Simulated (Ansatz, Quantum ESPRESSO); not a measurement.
## Al and the pressure, program beside program

The cell as given:

It takes space group Im-3m (No. 229, cubic). The conventional cell has a = 3.182 Å, b = 3.182 Å, c = 3.182 Å, α = 90.00°, β = 90.00°, γ = 90.00°. Around Al (site symmetry m-3m) lie 8 Al at 2.76 Å.

This isn't the form of Al at room conditions, which is fcc.

Kept alike: task relaxation of cell and atoms; functional PBEsol; k mesh 12 × 12 × 12; occupations fermi-dirac, width 0.05 eV; no spin polarisation. The mesh is that of the run's cell of 1 atom. No spin-orbit coupling.

- A: Ansatz, all-electron LAPW, scalar-relativistic
- B: Quantum ESPRESSO, GBRV 1.5 PBEsol, cutoff 707 eV

| pressure (GPa) | A: volume (Å³/atom) | B: volume (Å³/atom) |
| --- | --- | --- |
| 0 | 16.593 | 16.585 |
| 5 | 15.616 | 15.613 |
| 10 | 14.868 | 14.865 |
| 20 | 13.779 | 13.780 |

Values hold for each row's relaxed cell, which stops near the pressure aimed at. The runs follow the start's structure, whether or not it is the stable one at these pressures.

Problem. How large is the effect of the pressure, and do the programs agree on it?

Solution. From 0 to 20 GPa the volume moves by -2.814 in A, -2.805 in B (Å³/atom). Row by row the programs differ by 0.001 to 0.008, and over this span the shifts, as printed, agree within 1 %.
